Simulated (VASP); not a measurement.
## Si in VASP: convergence with empty bands

Input of the first run (empty bands 1); the others differ in this setting and in those tied to it:

INCAR

```
SYSTEM = Si
ALGO = Normal
EDIFF = 1E-7
ENCUT = 520
GGA = PE
ISIF = 2
ISMEAR = 0
LASPH = .True.
LCHARG = .False.
LREAL = .False.
LWAVE = .False.
NBANDS = 5
NELM = 100
PREC = Accurate
SIGMA = 0.02
```

Contents of KPOINTS:

```
k-points
0
Gamma
  6 6 7
  0 0 0
```

File POSCAR:

```
Si
1.0
    4.1209500000      0.0000000000      0.0000000000
   -2.0604700000      3.5688500000      0.0000000000
    0.0000000000      0.0000000000      2.6547900000
Si
2
Direct
    0.3299830000      0.6680270000      0.5014110000
    0.6725370000      0.3363370000      0.5029650000
```

Potentials or basis: VASP PAW PBE potentials, release 64 (Si).

Run with:

```console
$ cat potpaw_PBE.64/Si/POTCAR > POTCAR
$ mpirun -np 1 vasp_std > vasp.out
```

The cell isn't the ideal one: atoms moved at random, drawn with an rms of 0.02 Å.

The cell was built by a generator and needn't be a form met in nature.

Hardware: 1 thread of Intel(R) Xeon(R) 6975P-C (Granite Rapids), with other jobs on the host.

| empty bands | energy less the tightest run, at zero smearing (meV/atom) | SCF cycles | CPU time (s) | peak memory (GiB) |
| --- | --- | --- | --- | --- |
| 1 | 0.00 | 13 | 6.3 | 0.15 |
| 2 | 0.00 | 13 | 7.4 | 0.16 |
| 3 | 0.00 | 13 | 9.4 | 0.16 |
| 4 | 0.00 | 13 | 9.9 | 0.16 |
| 6 | 0.00 | 13 | 11 | 0.17 |
| 10 | 0.00 | 13 | 16 | 0.18 |
| 16 | 0.00 | 13 | 22 | 0.19 |

Against the tightest run, the energy stays within 1 meV/atom from 1 on. The tightest run that finished is the yardstick and may itself not be fully converged.
